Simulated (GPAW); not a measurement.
CuO:

```
CELL_PARAMETERS angstrom
3.17550 0.00000 0.00000
0.00000 3.17550 0.00000
0.00000 0.00000 4.64953
ATOMIC_POSITIONS crystal
Cu 0.00000 0.00000 0.00000
Cu 0.50000 0.50000 0.00000
O 0.50000 0.00000 0.26700
O 0.00000 0.50000 0.73300
```

The cell was built by a generator and needn't be a form met in nature.

Base run:

```yaml
Program: GPAW 26.7.0
Functional: r2SCAN
Potentials_or_basis: GPAW PAW data sets (gpaw-data 1.2.1)
Cutoff: 800 eV
Basis: pw
k_mesh: 7 × 7 × 5
Occupations: fermi-dirac, width 0.05 eV
Spin: no spin polarisation
Hubbard_terms: Cu d U = 6 eV
```

Its results: band gap on the k mesh none (metal or under the smearing width); pressure 9.5 GPa; largest force 1.186 eV/Å.

Q: The run is repeated on the same cell with these changes: hubbard terms from Cu d U = 6 eV to Cu d U = 5 eV. What comes out?

A: Band gap on the k mesh none (metal or under the smearing width); pressure 9.9 GPa; largest force 1.204 eV/Å.

Caveats: with this Cu data set, volumes or pressures lay over 1.5 % or 2 GPa off other programs in two to four cells of ten; the PAW data sets were made with another functional, which shifts forces and pressure a little; the run has no spin polarisation, though such a crystal can be magnetic; U without spin polarisation on a metal has little footing.

Not every run made on this cell is shown here.
